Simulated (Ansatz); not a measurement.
# BP (F-43m) in Ansatz: further runs, part 2 of 2

Ansatz 0.2.0. The steps go on from the part before.

## 3. Single point, PBE, 10.98 Å³/atom (volume scaled by 0.94)

Contents of input.yaml:

```yaml
crystal:
  lattice:
    - [0.0, 2.2226808807, 2.2226808807]
    - [2.2226808807, 0.0, 2.2226808807]
    - [2.2226808807, 2.2226808807, 0.0]
  atoms:
    - { symbol: P, position: [0.75, 0.75, 0.75] }
    - { symbol: B, position: [0.0, 0.0, 0.0] }
hamiltonian:
  xc: pbe
  pseudopotentials: { kind: paw, source: jth }
kpoints:
  mp_grid: { grid: [10, 10, 10] }
scf:
  occupations: { method: fermi_dirac, width: 0.05 }
output:
  forces: true
  stress: true
  eigenvalues: true
  write_density: true
  write_potential: true
  elf: true
  volumetric_format: npy
```

Potentials or basis: JTH PAW.

Run with:

```console
$ ansatz run input.yaml --threads 2 --pin off --max-ram 5120MiB --backend cpu --events-out ev --progress --plain --runs-dir out
```

The log of the run:

```text
Warning: the checks of this P dataset prove no rule for summing its radial tables, as where they were carried onto another mesh than they were made on, and Gregory's rule is taken, under which a leading mesh point left out moves its sums only by what lay on the interval it spanned. That does not make them correct, and they differ from Quantum ESPRESSO's on this file; a re-export a fraction of a mesh step off can move them. hamiltonian.pseudopotentials.radial_quadrature: simpson_from_first_knot sums it by `pw.x`'s rule; on a PAW file no value gives `pw.x`'s numbers. What more to know: hamiltonian.pseudopotentials.radial_quadrature, in the input reference
Warning: the checks of this B dataset prove no rule for summing its radial tables, as where they were carried onto another mesh than they were made on, and Gregory's rule is taken, under which a leading mesh point left out moves its sums only by what lay on the interval it spanned. That does not make them correct, and they differ from Quantum ESPRESSO's on this file; a re-export a fraction of a mesh step off can move them. hamiltonian.pseudopotentials.radial_quadrature: simpson_from_first_knot sums it by `pw.x`'s rule; on a PAW file no value gives `pw.x`'s numbers. What more to know: hamiltonian.pseudopotentials.radial_quadrature, in the input reference
Warning: RAYON_NUM_THREADS=2 ignored (pool sized by the plan → 2); use --threads N
Engine: ansatz 0.2.0, x86_64-unknown-linux-gnu
Pseudopotentials: kind: paw
Pseudopotential: P, paw, valence charge 5, recommended cutoff 840 eV (normal), P.paw.azcp
Pseudopotential: B, paw, valence charge 3, recommended cutoff 630 eV (normal), B.paw.azcp
Functional definition: PBE
  parameter kappa = 0.804
  parameter beta = 0.06672455060314922
  exchange = pbe_x(kappa = kappa, mu = beta*pi^2/3)
  correlation = pbe_c(beta = beta)
Crystal: 2 atoms, lattice volume = 21.961 Å³
Basis set: ecut = 840 eV, 1243 PW (Γ), exchange–correlation on 60×60×60 points (8 copies of the dense FFT grid, shifted against one another)
Bands: 8, of which v1, the nominal top of the filled ones, is band 4 counted from 1 (3 counted from 0)
Symmetry: 24 space group operations
Space group: F-43m (ITA 216), of the structure as read, at distance tolerance 2.8e-5 Å
k-points: 47 of 1000 (time reversal used)
Non-local potential: P, projectors of the file, l = 0: 2, l = 1: 2
Non-local potential: B, projectors of the file, l = 0: 2, l = 1: 2
PAW form: soft (Blöchl's): semilocal exchange-correlation on the pseudo side does not see the compensation charge
[... 15 lines left out ...]
SCF converged after 7 iterations
Free energy (F): -912.290829 eV
Harris-Foulkes:  -912.290829 eV  (|F-HF|=2.13e-10)
Internal energy: -912.290829 eV  (E = F + TS)
E sigma→0 (E₀):  -912.290829 eV
Entropy (-TS):   -0.000000 eV (-0.000 meV/atom)
Fermi energy:    10.668326 eV
--- Per-component energies (eV) ---
  E_band       = 26.980635
  E_kinetic    = 122.002674
  E_local      = -69.080330  (includes V_loc(G=0)·N_el)
  E_nonlocal   = 53.983045
  E_hartree    = 16.381743
  E_xc         = -94.464594
  E_vxc        = -107.084512  (∫ρ·V_xc dr)
  E_paw        = -649.672385  (= ΣΔE_a)
  E_vpaw       = -5.603567  (= ΣTr[D̂ρ^β])
  E_aug_tail   = -0.000020  (compensation charges beyond the density's cutoff)
  E_ewald      = -291.440962
  E_smearing   = -0.000000  (= −TS)
  E_closure    = 0.000000  (closes the sum)
  Σ components = -912.290829   (vs F -912.290829, Δ=0.00e0)
--- Forces (eV/Å), atoms counted from 1 ---
  atom   1  P      0.00000000     0.00000000     0.00000000
  atom   2  B     -0.00000000     0.00000000    -0.00000000
  max |Σ_I F_I| component: 1.85e-16 eV/Å
--- Stress (GPa, compression-positive) ---
       12.703060      -0.000000      -0.000000
       -0.000000      12.703060       0.000000
       -0.000000       0.000000      12.703060
  P = ⅓ Tr σ = 12.7031 GPa (127.031 kbar)
--- Band table (eV; the first three rows and the last of 47) ---
  k-point 0: bands = ["-5.9153", "10.1122", "10.1122", "10.1122", "13.6112", "13.6112", "13.6112", "18.4401"]
  k-point 1: bands = ["-5.7257", "8.7654", "9.8020", "9.8020", "14.0405", "14.0405", "14.1045", "18.8957"]
  k-point 2: bands = ["-5.1636", "6.3301", "9.2175", "9.2175", "14.4054", "14.7801", "14.7801", "19.8756"]
  k-point 46: bands = ["-0.4350", "1.7141", "4.2358", "4.3989", "14.7138", "15.6725", "18.6887", "19.1644"]
```

rho_z.tsv:

```text
# z_ang	rho[e/angstrom^3]
# format = ansatz-planar-average/11
# lattice	0.000000000	2.222680881	2.222680881
# lattice	2.222680881	0.000000000	2.222680881
# lattice	2.222680881	2.222680881	0.000000000
# sites	2
# site	15	3.334021321	3.334021321	3.334021321
# site	5	0.000000000	0.000000000	0.000000000
0.000000	4.800079e-1
0.104778	4.405617e-1
0.209556	4.002101e-1
0.314335	3.620235e-1
0.419113	3.276613e-1
0.523891	2.977236e-1
[... 22 lines left out ...]
2.933789	5.400481e-1
3.038567	5.145636e-1
```

v_z.tsv:

```text
# z_ang	v_es[eV]	v_tot[eV]
# format = ansatz-planar-average/11
# xc	pbe
# density_cutoff_ev	3360
# datasets	P=:gregory:soft	B=:gregory:soft
# lattice	0.000000000	2.222680881	2.222680881
# lattice	2.222680881	0.000000000	2.222680881
# lattice	2.222680881	2.222680881	0.000000000
# sites	2
# site	15	3.334021321	3.334021321	3.334021321
# site	5	0.000000000	0.000000000	0.000000000
0.000000	-5.162363e-1	-1.292925e1
0.104778	8.296078e-1	-1.122530e1
0.209556	2.262728e0	-9.396414e0
0.314335	3.767934e0	-7.448315e0
0.419113	5.257374e0	-5.503225e0
0.523891	6.677817e0	-3.637049e0
[... 22 lines left out ...]
2.933789	-3.993335e0	-1.706387e1
3.038567	-2.026862e0	-1.479202e1
```

Run time: 1.8 s. Hardware: 2 threads of Intel Xeon at 2.70GHz, shared host; peak memory 0.33 GiB.

Results:

| Property | Result |
| --- | --- |
| Free energy | -912.2908 eV |
| Pressure | 12.7 GPa |
| Band gap on the k mesh | 1.15 eV, indirect (least direct gap 3.50 eV) |

## 4. Single point, PBE, 11.21 Å³/atom (volume scaled by 0.96)

Contents of input.yaml:

```yaml
crystal:
  lattice:
    - [0.0, 2.2383340787, 2.2383340787]
    - [2.2383340787, 0.0, 2.2383340787]
    - [2.2383340787, 2.2383340787, 0.0]
  atoms:
    - { symbol: P, position: [0.75, 0.75, 0.75] }
    - { symbol: B, position: [0.0, 0.0, 0.0] }
hamiltonian:
  xc: pbe
  pseudopotentials: { kind: paw, source: jth }
kpoints:
  mp_grid: { grid: [10, 10, 10] }
scf:
  occupations: { method: fermi_dirac, width: 0.05 }
output:
  forces: true
  stress: true
  eigenvalues: true
```

Run with:

```console
$ ansatz run input.yaml --threads 2 --pin off --max-ram 5120MiB --backend cpu --events-out ev --progress --plain --runs-dir out
```

It took 1.5 s on 2 threads of Intel Xeon at 2.70GHz, shared host; peak memory 0.32 GiB.

It converged, with:

| Quantity | Value |
| --- | --- |
| Free energy | -912.3216 eV |
| Pressure | 8.5 GPa |
| Band gap on the k mesh | 1.18 eV, indirect (least direct gap 3.46 eV) |

## 5. Single point, PBE, 11.45 Å³/atom (volume scaled by 0.98)

input.yaml: that of step 4 with these lines changed.

```diff
@@ -2,5 +2,5 @@
   lattice:
-    - [0.0, 2.2383340787, 2.2383340787]
-    - [2.2383340787, 0.0, 2.2383340787]
-    - [2.2383340787, 2.2383340787, 0.0]
+    - [0.0, 2.2537713532, 2.2537713532]
+    - [2.2537713532, 0.0, 2.2537713532]
+    - [2.2537713532, 2.2537713532, 0.0]
   atoms:
```

Run with:

```console
$ ansatz run input.yaml --threads 2 --pin off --max-ram 5120MiB --backend cpu --events-out ev --progress --plain --runs-dir out
```

It took 1.4 s on 2 threads of Intel Xeon at 2.70GHz, shared host; peak memory 0.33 GiB.

Results (log left out):

```
Free energy            : -912.3406 eV
Pressure               : 4.6 GPa
Band gap on the k mesh : 1.21 eV, indirect (least direct gap 3.43 eV)
```

## 6. Single point, PBE, 11.68 Å³/atom

input.yaml: that of step 5 with these lines changed.

```diff
@@ -2,5 +2,5 @@
   lattice:
-    - [0.0, 2.2537713532, 2.2537713532]
-    - [2.2537713532, 0.0, 2.2537713532]
-    - [2.2537713532, 2.2537713532, 0.0]
+    - [0.0, 2.269, 2.269]
+    - [2.269, 0.0, 2.269]
+    - [2.269, 2.269, 0.0]
   atoms:
```

Potentials or basis: JTH PAW.

Run with:

```console
$ ansatz run input.yaml --threads 2 --pin off --max-ram 5120MiB --backend cpu --events-out ev --progress --plain --runs-dir out
```

Run time: 1.5 s. Hardware: 2 threads of Intel Xeon at 2.70GHz, shared host; peak memory 0.33 GiB.

The run converged. Its results:

```
Free energy            : -912.3489 eV
Pressure               : 1.1 GPa
Band gap on the k mesh : 1.24 eV, indirect (least direct gap 3.40 eV)
```

## 7. Single point, PBE, 11.92 Å³/atom (volume scaled by 1.02)

input.yaml: that of step 6 with these lines changed.

```diff
@@ -2,5 +2,5 @@
   lattice:
-    - [0.0, 2.269, 2.269]
-    - [2.269, 0.0, 2.269]
-    - [2.269, 2.269, 0.0]
+    - [0.0, 2.284026928, 2.284026928]
+    - [2.284026928, 0.0, 2.284026928]
+    - [2.284026928, 2.284026928, 0.0]
   atoms:
@@ -19 +19,5 @@
   eigenvalues: true
+  write_density: true
+  write_potential: true
+  elf: true
+  volumetric_format: npy
```

Run with:

```console
$ ansatz run input.yaml --threads 2 --pin off --max-ram 5120MiB --backend cpu --events-out ev --progress --plain --runs-dir out
```

Wall time 1.9 s (2 threads of Intel Xeon at 2.70GHz, shared host); peak memory 0.34 GiB.

Results (log left out):

- Free energy: -912.3475 eV
- Pressure: -2.0 GPa
- Band gap on the k mesh: 1.27 eV, indirect (least direct gap 3.37 eV)

## 8. Single point, PBE, 12.15 Å³/atom (volume scaled by 1.04)

Contents of input.yaml:

```yaml
crystal:
  lattice:
    - [0.0, 2.2988586873, 2.2988586873]
    - [2.2988586873, 0.0, 2.2988586873]
    - [2.2988586873, 2.2988586873, 0.0]
  atoms:
    - { symbol: P, position: [0.75, 0.75, 0.75] }
    - { symbol: B, position: [0.0, 0.0, 0.0] }
hamiltonian:
  xc: pbe
  pseudopotentials: { kind: paw, source: jth }
kpoints:
  mp_grid: { grid: [10, 10, 10] }
scf:
  occupations: { method: fermi_dirac, width: 0.05 }
output:
  forces: true
  stress: true
  eigenvalues: true
```

Run with:

```console
$ ansatz run input.yaml --threads 2 --pin off --max-ram 5120MiB --backend cpu --events-out ev --progress --plain --runs-dir out
```

Run time: 1.6 s. Hardware: 2 threads of Intel Xeon at 2.70GHz, shared host; peak memory 0.33 GiB.

It converged, with:

- Free energy: -912.3373 eV
- Pressure: -4.9 GPa
- Band gap on the k mesh: 1.29 eV, indirect (least direct gap 3.34 eV)

## 9. Single point, PBE, 12.38 Å³/atom (volume scaled by 1.06)

input.yaml: that of step 8 with these lines changed.

```diff
@@ -2,5 +2,5 @@
   lattice:
-    - [0.0, 2.2988586873, 2.2988586873]
-    - [2.2988586873, 0.0, 2.2988586873]
-    - [2.2988586873, 2.2988586873, 0.0]
+    - [0.0, 2.3135014941, 2.3135014941]
+    - [2.3135014941, 0.0, 2.3135014941]
+    - [2.3135014941, 2.3135014941, 0.0]
   atoms:
```

Potentials or basis: JTH PAW.

Run with:

```console
$ ansatz run input.yaml --threads 2 --pin off --max-ram 5120MiB --backend cpu --events-out ev --progress --plain --runs-dir out
```

It took 1.5 s on 2 threads of Intel Xeon at 2.70GHz, shared host; peak memory 0.33 GiB.

Results (log left out):

| Quantity | Value |
| --- | --- |
| Free energy | -912.3190 eV |
| Pressure | -7.6 GPa |
| Band gap on the k mesh | 1.32 eV, indirect (least direct gap 3.32 eV) |

## 10. Equation of state, PBE

This step only gathers the single runs of the series.

Results:

```
Equilibrium volume                      : 11.76 Å³/atom
Bulk modulus                            : 162 GPa
Pressure derivative of the bulk modulus : 3.8
```

Energy against volume, from the lowest point:
```csv
volume (Å³/atom),energy (meV/atom)
10.981,29.05
11.214,13.66
11.448,4.16
11.682,0.00
11.915,0.70
12.149,5.82
12.383,14.95
```

PBE usually gives volumes a little too large and moduli too small.

## 11. How close it comes

Step 10. A measured bulk modulus of BP is 179 GPa (300 K; “Equation of state of single-crystal cubic boron phosphide”, 2014, arxiv:1407.1677); the calculated 162 GPa misses it by -9.4 %. 3 values of this kind are on record (173 to 179 GPa); this one was drawn at random among those near their median, those with a stated uncertainty first. The fit is for a static lattice scaled at fixed shape and fixed fractional positions.
